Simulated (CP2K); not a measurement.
TaN:

```
Ta N
1.0
     5.51034    0.00000    0.00000
    -2.53023    4.31421    0.00000
    -0.66359    0.46453    2.79611
Ta N
3 3
Direct
  0.33419 0.66670 0.49934
  0.66628 0.33385 0.50213
  0.99708 0.99648 0.99916
  0.39061 0.99966 0.99680
  0.60955 0.60773 0.99838
  0.00229 0.39559 0.00419
```

Base run:

| Quantity | Value |
| --- | --- |
| Program | CP2K 2026.2 |
| Functional | optB88-vdW |
| Potentials or basis | POTENTIAL_UZH Ta GTH-PBE-q13, N GTH-PBE-q5; DZVP-MOLOPT-PBE-GTH basis |
| Density cutoff | 9184 eV |
| k mesh | 6 × 6 × 9 |
| Occupations | fermi-dirac, width 0.05 eV |
| Spin | no spin polarisation |

Its results: band gap on the k mesh none (metal or under the smearing width); pressure 33.1 GPa; largest force 3.909 eV/Å.

The run is repeated on the same cell with these changes: functional from optB88-vdW to PBE. What comes out?

Band gap on the k mesh none (metal or under the smearing width); pressure 31.8 GPa; largest force 3.834 eV/Å.

Caveats: a pressure of tens of GPa on the cell as given is suspect, and the run, the potentials or the cell itself is likely at fault; the basis of atomic orbitals isn't converged, which shifts pressures, moduli and gaps; the potentials were made for another functional, which shifts forces and pressure (some runs); forces of over 1 eV/Å show positions far from the minimum, so gaps and moduli don't describe the material at rest (some runs).
